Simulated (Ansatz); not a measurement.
# ZnS (F-43m) in Ansatz: settings compared

Aim: see how the results for ZnS move with the level of theory and the settings. Levels: RPBE, revPBE. Tasks: band structure.

Program: Ansatz 0.2.0. These are calculated values, not measurements. Logs are shortened: lines on timing, memory, paths and dates and some standing lists are left out, and cuts for length are marked.

**Experimental background.**

From “Electronic, vibrational, and thermodynamic properties of ZnS (zincblende and rocksalt structure)”, 2009, arxiv:0911.5022, for a bulk crystal of ZnS at 19 K: band gap 3.85 eV (direct).

How close the calculation comes is told below.

## Step 1: The structure

The structure is cubic, space group F-43m (No. 216). Conventional cell: a = 5.404 Å, b = 5.404 Å, c = 5.404 Å, α = 90.00°, β = 90.00°, γ = 90.00°. Around Zn (site symmetry -43m) lie 4 S at 2.34 Å. S (site symmetry -43m) is surrounded by 4 Zn at 2.34 Å.

## Step 2: Band structure, RPBE

Input file input.yaml:

```yaml
crystal:
  lattice:
    - [0.0, 2.702, 2.702]
    - [2.702, 0.0, 2.702]
    - [2.702, 2.702, 0.0]
  atoms:
    - { symbol: Zn, position: [0.75, 0.75, 0.75] }
    - { symbol: S, position: [0.0, 0.0, 0.0] }
hamiltonian:
  xc: rpbe
  pseudopotentials: { kind: paw }
kpoints:
  mp_grid: { grid: [9, 9, 9] }
  band_path:
    path:
      - [[0.0, 0.0, 0.0], [0.5, 0.0, 0.5], [0.5, 0.25, 0.75], [0.375, 0.375, 0.75], [0.0, 0.0, 0.0], [0.5, 0.5, 0.5], [0.625, 0.25, 0.625], [0.5, 0.25, 0.75], [0.5, 0.5, 0.5], [0.375, 0.375, 0.75]]
      - [[0.625, 0.25, 0.625], [0.5, 0.0, 0.5]]
    npoints: 14
scf:
  occupations: { method: fermi_dirac, width: 0.05 }
  n_extra_bands: 6
output:
  forces: true
  stress: true
  eigenvalues: true
  fatbands: false
```

Potentials or basis: Ansatz PAW.

Started as:

```console
$ ansatz run input.yaml --threads 2 --pin off --max-ram 5632MiB --backend cpu --events-out ev --progress --plain --runs-dir out
```

The program printed:

```text
Warning: RAYON_NUM_THREADS=2 ignored (pool sized by the plan → 2); use --threads N
scf.n_extra_bands = 6 over 9 filled bands (N_el = 18.0): the run solves 15 bands
Engine: ansatz 0.2.0, aarch64-unknown-linux-gnu
Pseudopotentials: kind: paw
Pseudopotential: Zn, paw, valence charge 12, recommended cutoff 420 eV (normal), Zn.paw.azcp
Pseudopotential: S, paw, valence charge 6, recommended cutoff 420 eV (normal), S.paw.azcp
Functional definition: RPBE
  parameter kappa = 0.804
  parameter beta = 0.06672455060314922
  exchange = rpbe_x(kappa = kappa, mu = beta*pi^2/3)
  correlation = pbe_c(beta = beta)
Crystal: 2 atoms, lattice volume = 39.454 Å³
Basis set: ecut = 420 eV, 749 PW (Γ), exchange–correlation on 54×54×54 points (8 copies of the dense FFT grid, shifted against one another)
Bands: 15, of which v1, the nominal top of the filled ones, is band 9 counted from 1 (8 counted from 0)
Symmetry: 24 space group operations
Space group: F-43m (ITA 216), of the structure as read, at distance tolerance 3.4e-5 Å
k-points: 35 of 729 (time reversal used)
Non-local potential: Zn, projectors of the file, l = 0: 2, l = 1: 2, l = 2: 3, l = 3: 1
Non-local potential: S, projectors of the file, l = 0: 2, l = 1: 2, l = 2: 2
PAW form: soft (Blöchl's): semilocal exchange-correlation on the pseudo side does not see the compensation charge
PAW frozen core: Zn, regenerated for the run's functional, and the local potential with it (the file was generated under x = pbe(κ = 0.804, μ = 0.2195149727645171), c = pbe(β = 0.06672455060314922))
PAW frozen core: S, regenerated for the run's functional, and the local potential with it (the file was generated under x = pbe(κ = 0.804, μ = 0.2195149727645171), c = pbe(β = 0.06672455060314922))
PAW one-centre angular grid: Zn, 590 points (default); XC on 64 Gauss nodes
PAW one-centre angular grid: S, 110 points (default); XC on 64 Gauss nodes
Initial density: superposition of atomic densities (neutral atoms: chi_scale 0, normalization atom), corrected by the library's trained network
Initial wavefunctions: pseudopotential atomic-orbital guess
Functional: x = rpbe, c = pbe(β = 0.06672455060314922)
SCF iter   1: F=—  HF=-4231.601649 eV  |F-HF|=—  |Δ(HF+E_count)|=         —  Δρ=3.92e-3  dr2=3.10e-3  ethr=1.77e-3  ⟨swp⟩=5.3  Hψ=2947  notcnv=0  defer=1
preconditioner: auto → none  [insulator: Δε(μ)=2.286 eV  Ē_g=14.013 eV  σ=0.050 eV  W_gap=1.00  n_scr=14 (ndim 8)  ℏωp=25.1 eV  f_vac=0.026  D(μ)=0.00/eV (n_scr^D=0)  ε∞_Penn≈4.2]
SCF iter   2: F=—  HF=-4231.601575 eV  |F-HF|=—  |Δ(HF+E_count)|=   7.44e-5  Δρ=1.68e-3  dr2=7.12e-4  ethr=1.72e-5  ⟨swp⟩=2.1  Hψ=1210  notcnv=0  defer=46
SCF iter   3: F=—  HF=-4231.601326 eV  |F-HF|=—  |Δ(HF+E_count)|=   2.49e-4  Δρ=7.76e-4  dr2=1.25e-4  ethr=3.96e-6  ⟨swp⟩=2.0  Hψ=746  notcnv=0  defer=46
SCF iter   4: F=—  HF=-4231.601417 eV  |F-HF|=—  |Δ(HF+E_count)|=   9.09e-5  Δρ=2.30e-4  dr2=2.13e-5  ethr=6.95e-7  ⟨swp⟩=2.8  Hψ=792  notcnv=0  defer=46
SCF iter   5: F=—  HF=-4231.601418 eV  |F-HF|=—  |Δ(HF+E_count)|=   1.20e-6  Δρ=4.47e-5  dr2=8.44e-7  ethr=1.18e-7  ⟨swp⟩=2.3  Hψ=646  notcnv=0  defer=46
SCF iter   6: F=-4231.601419 eV  HF=-4231.601419 eV  |F-HF|=5.07e-8  |Δ(HF+E_count)|=   4.89e-7  Δρ=8.30e-6  dr2=1.92e-8  ethr=5.56e-10  ⟨swp⟩=6.3  Hψ=2864  notcnv=0
SCF 1 converged in 6 iterations: F = -4231.601419 eV  dr2 = 1.92e-8
NSCF: frozen V_eff on 142 k-points
SCF converged after 6 iterations
Free energy (F): -4231.601419 eV
Harris-Foulkes:  -4231.601419 eV  (|F-HF|=5.07e-8)
Internal energy: -4231.601419 eV  (E = F + TS)
E sigma→0 (E₀):  -4231.601419 eV
Fermi energy:    7.079792 eV
--- Per-component energies (eV) ---
  E_band       = 7.744149
  E_kinetic    = 238.301930
  E_local      = -2041.210887  (includes V_loc(G=0)·N_el)
  E_nonlocal   = 642.357800
  E_hartree    = 854.554530
  E_xc         = -235.030160
  E_vxc        = -139.049481  (∫ρ·V_xc dr)
  E_paw        = -2437.084414  (= ΣΔE_a)
  E_vpaw       = -401.762068  (= ΣTr[D̂ρ^β])
  E_aug_tail   = -0.000362  (compensation charges beyond the density's cutoff)
  E_ewald      = -1253.379294
  E_core_change = -0.110563  (= ΣΔE_core)
  E_smearing   = -0.000000  (= −TS)
  E_closure    = 0.000000  (closes the sum)
  Σ components = -4231.601419   (vs F -4231.601419, Δ=0.00e0)
--- Forces (eV/Å), atoms counted from 1 ---
  atom   1  Zn     0.00000000     0.00000000     0.00000000
  atom   2  S     -0.00000000    -0.00000000     0.00000000
  max |Σ_I F_I| component: 9.25e-18 eV/Å
--- Stress (GPa, compression-positive) ---
        4.187384      -0.000000      -0.000000
        0.000000       4.187384       0.000000
       -0.000000       0.000000       4.187384
  P = ⅓ Tr σ = 4.1874 GPa (41.874 kbar)
--- Band table (eV; the first three rows and the last of 35) ---
  k-point 0: bands = ["-7.2261", "-0.3952", "-0.3952", "-0.3952", "0.1100", "0.1100", "5.8991", "5.8991", "5.8991", "8.1792", "12.3372", "12.3372", "12.3372", "17.5231", "17.5231"]
  k-point 1: bands = ["-7.1341", "-0.3941", "-0.3784", "-0.3784", "0.1086", "0.1086", "4.9954", "5.7816", "5.7816", "8.8587", "12.2643", "12.5416", "12.5416", "17.0669", "17.0669"]
  k-point 2: bands = ["-6.8859", "-0.3633", "-0.3385", "-0.3385", "0.1098", "0.1098", "3.4862", "5.5086", "5.5086", "9.4646", "12.6947", "12.9028", "12.9028", "16.7492", "16.7492"]
  k-point 34: bands = ["-6.0185", "-0.2623", "-0.1299", "0.0338", "0.0970", "0.4576", "1.3885", "3.0421", "3.5570", "11.5855", "11.8799", "13.5040", "15.0154", "17.7732", "19.5025"]
```

It took 3.5 s on 2 threads of Arm Neoverse V1, shared host; peak memory 0.3 GiB.

What came out:

```yaml
Free_energy: -4231.6014 eV
Pressure: 4.2 GPa
Band_gap_on_the_k_mesh: 2.28 eV, direct
Band_gap_along_the_path: 2.28 eV, direct
```

Levels at the corners of the path, in eV from the valence-band top:
```csv
point,band 6,band 7,band 8,band 9,band 10,band 11,band 12,band 13
Γ,-5.79,0.00,0.00,0.00,2.28,6.44,6.44,6.44
X,-5.57,-4.51,-2.20,-2.20,3.55,4.17,11.14,12.04
W,-5.39,-4.55,-2.71,-2.68,5.82,6.09,7.96,8.33
K,-5.44,-4.58,-3.07,-1.79,4.25,6.05,9.49,9.80
Γ,-5.79,0.00,0.00,0.00,2.28,6.44,6.44,6.44
L,-5.58,-5.24,-0.86,-0.86,3.43,6.97,6.97,9.06
U,-5.44,-4.58,-3.07,-1.79,4.25,6.05,9.49,9.80
W,-5.39,-4.55,-2.71,-2.68,5.82,6.09,7.96,8.33
L,-5.58,-5.24,-0.86,-0.86,3.43,6.97,6.97,9.06
K,-5.44,-4.58,-3.07,-1.79,4.25,6.05,9.49,9.80
U,-5.44,-4.58,-3.07,-1.79,4.25,6.05,9.49,9.80
X,-5.57,-4.51,-2.20,-2.20,3.55,4.17,11.14,12.04
```

Caveat: the PAW data sets come from PBE, with cores solved anew for the run's functional, which leaves a small shift of forces and pressure.

## Step 3: Band structure, revPBE

input.yaml, as its differences from that of step 2:

```diff
@@ -9,3 +9,3 @@
 hamiltonian:
-  xc: rpbe
+  xc: revpbe
   pseudopotentials: { kind: paw }
```

Potentials or basis: Ansatz PAW.

Started as:

```console
$ ansatz run input.yaml --threads 2 --pin off --max-ram 5632MiB --backend cpu --events-out ev --progress --plain --runs-dir out
```

Wall time 3.4 s (2 threads of Arm Neoverse V1, shared host); peak memory 0.3 GiB.

Results (log left out):

- Free energy: -4229.0675 eV
- Pressure: 3.5 GPa
- Band gap on the k mesh: 2.23 eV, direct
- Band gap along the path: 2.23 eV, direct

Levels at the corners of the path, in eV from the valence-band top:
```tsv
point	band 5	band 6	band 7	band 8	band 9	band 10	band 11	band 12	band 13	band 14
Γ	-5.80	-5.80	0.00	0.00	0.00	2.23	6.42	6.42	6.42	11.62
X	-5.73	-5.58	-4.52	-2.21	-2.21	3.51	4.15	11.09	12.01	12.01
W	-5.84	-5.40	-4.56	-2.72	-2.69	5.78	6.07	7.93	8.30	12.53
K	-5.77	-5.46	-4.59	-3.08	-1.80	4.22	6.02	9.46	9.78	10.74
Γ	-5.80	-5.80	0.00	0.00	0.00	2.23	6.42	6.42	6.42	11.62
L	-5.77	-5.60	-5.25	-0.86	-0.86	3.40	6.95	6.95	9.01	12.32
U	-5.77	-5.46	-4.59	-3.08	-1.80	4.22	6.02	9.46	9.78	10.74
W	-5.84	-5.40	-4.56	-2.72	-2.69	5.78	6.07	7.93	8.30	12.53
L	-5.77	-5.60	-5.25	-0.86	-0.86	3.40	6.95	6.95	9.01	12.32
K	-5.77	-5.46	-4.59	-3.08	-1.80	4.22	6.02	9.46	9.78	10.74
U	-5.77	-5.46	-4.59	-3.08	-1.80	4.22	6.02	9.46	9.78	10.74
X	-5.73	-5.58	-4.52	-2.21	-2.21	3.51	4.15	11.09	12.01	12.01
```

Caveat: the PAW data sets come from PBE, with cores solved anew for the run's functional, which leaves a small shift of forces and pressure.

## Step 4: Against experiment

Step 2. A measured gap of ZnS is 3.85 eV (direct; 19 K; quoted in “Electronic, vibrational, and thermodynamic properties of ZnS (zincblende and rocksalt structure)”, 2009, arxiv:0911.5022); the calculated 2.28 eV misses it by -1.57 eV. The value is that of RPBE, without temperature or zero-point motion. Semilocal functionals fall short of measured gaps as a rule.

Step 3. Against the measured gap of ZnS, 3.85 eV (direct; 19 K; quoted in “Electronic, vibrational, and thermodynamic properties of ZnS (zincblende and rocksalt structure)”, 2009, arxiv:0911.5022), the calculated 2.23 eV is off by -1.62 eV. The value is that of revPBE, without temperature or zero-point motion. Semilocal functionals fall short of measured gaps as a rule.
